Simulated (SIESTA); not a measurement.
The system is PbSe (Clausthalite).

```xyz
2
Lattice="0.0000 3.0606 3.0606 3.0606 0.0000 3.0606 3.0606 3.0606 0.0000" Properties=species:S:1:pos:R:3 pbc="T T T"
Pb    0.0000    0.0000    0.0000
Se    3.0606    3.0606    3.0606
```

```yaml
Program: SIESTA 5.4.2
Task: relaxation of cell and atoms
Functional: PBE
Potentials_or_basis: PseudoDojo 0.4 standard (PBE files)
Basis: DZDP (energy shift 0.002 Ry)
Grid_cutoff: 500 Ry
Energy_shift: 0.002 Ry
k_mesh: 8 × 8 × 8
Occupations: fermi-dirac, width 0.05 eV
Spin: no spin polarisation
```

At the start: pressure 3.9 GPa; volume 28.67 Å³/atom.

Task: Where does the relaxation end?

Result: Over 4 steps the energy falls by 25.5 meV/atom and the volume is 30.91 Å³/atom (+7.8 %); space group Fm-3m (No. 225, to 0.05 Å).

Step by step:
```
step  energy change (eV)  largest force (eV/Å)  pressure (GPa)  volume (Å³)
   1              0.0000                0.0000            3.92        57.34
   2             -0.0048                0.0000            3.72        57.54
   3             -0.0509                0.0000            0.19        61.65
   4             -0.0510                0.0000            0.06        61.83
```

Final structure:
```xyz
2
Lattice="0.0011 3.1390 3.1390 3.1390 0.0011 3.1390 3.1390 3.1390 0.0011" Properties=species:S:1:pos:R:3 pbc="T T T"
Pb    0.0000    0.0000    0.0000
Se    3.1396    3.1396    3.1396
```

Caveat: semicore shells carry a single zeta, which can move pressures by several GPa and volumes by a few percent; the basis of atomic orbitals isn't converged, which shifts pressures, moduli and gaps.
